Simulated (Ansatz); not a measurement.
The same carbene extrusion along the group C, Si, Ge, Sn.

Isolated molecules relaxed with PBE0-D4/def2-TZVP in Ansatz; ΔE leaves out vibrations. CCSD(T)/CBS is the MP2 limit (def2-TZVPP, def2-QZVPP) plus CCSD(T) − MP2 in def2-TZVPP, frozen cores. Small cases extrapolate CCSD(T) itself. def2 core potentials past Kr. For Ge, Sn outer-core shells are correlated without core-valence functions, which leaves a few kJ/mol of doubt a bond. Scalar relativity is left out up to krypton.

| reaction | CCSD(T)/CBS(def2) (eV) |
| --- | --- |
| `FC(F)F` → `F[C]F` + H–F | 2.56 |
| `F[SiH](F)F` → `F[Si]F` + H–F | 3.12 |
| `[F][GeH]([F])[F]` → `[F][Ge][F]` + H–F | ? |
| `[F][SnH]([F])[F]` → `[F][Sn][F]` + H–F | -0.09 |

Problem. Fill in the missing values. (Best estimate.)

Solution. Ansatz gave: `[F][GeH]([F])[F]` → `[F][Ge][F]` + H–F: +0.97 eV.

Largest T1 diagnostic: 0.017, for `F[C]F`.

Extrapolated directly: `FC(F)F` → `F[C]F` + H–F.
